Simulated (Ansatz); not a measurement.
# 193Ir nuclear quadrupole resonance in IrO₂ under strain

Cell: a COD entry, relaxed with PBE at fixed cell and then changed (z compressed by 3 %, ions relaxed).

```
Ir O
1.0
     4.49900    0.00000    0.00000
     0.00000    4.49900    0.00000
     0.00000    0.00000    3.05162
Ir O
2 4
Direct
  0.00000 0.00000 0.00000
  0.50000 0.50000 0.50000
  0.30506 0.30506 0.00000
  0.19494 0.80506 0.50000
  0.69494 0.69494 0.00000
  0.80506 0.19494 0.50000
```

Atom numbers follow the list; atoms alike are taken as one site, whose name carries the number of the first.

Method: Kohn–Sham DFT in Ansatz, PBE, plane waves and PAW, scalar-relativistic, collinear spin, 420 eV cutoff, Γ-centred 10×10×15 k-points, Fermi–Dirac smearing 0.05 eV. Start moments as typed (μB): 1 on each Ir, none on the rest.

193Ir: I = 3/2, Q = 751.0 mb (year-2017 value). Static lattice, zero field.

**Question.** Predict the zero-field 193Ir lines of each site.

**Answer.** For I = 3/2 there is one line, ν = (|C_Q|/2)(1 + η²/3)^½.

```csv
site,atoms,V_zz (10²¹ V/m²),C_Q (MHz),η,line frequencies (MHz)
Ir,"1, 2",-15.93,-289,0.26,146.2
```

**Question.** And for 191Ir (I = 3/2, Q = 816.0 mb) on Ir?

**Answer.** C_Q scales with Q to -314 MHz, with lines at 158.8 MHz.

The run finds no gap above 0.1 eV (a metal, or nearly one), so the gradients can move by 10 % or more with the k-mesh. Spin–orbit coupling is left out, which shifts gradients on Ir by a few per cent in wide-gap crystals, and can shift them far more where the calculated gap is small or absent, as here. Semilocal functionals can leave a metal where correlation in the d or f shell opens a gap in the real compound, and that would change the values at and beside Ir. At this changed cell the PBE pressure is 19 GPa. The start moments die out, and the run ends without spin.
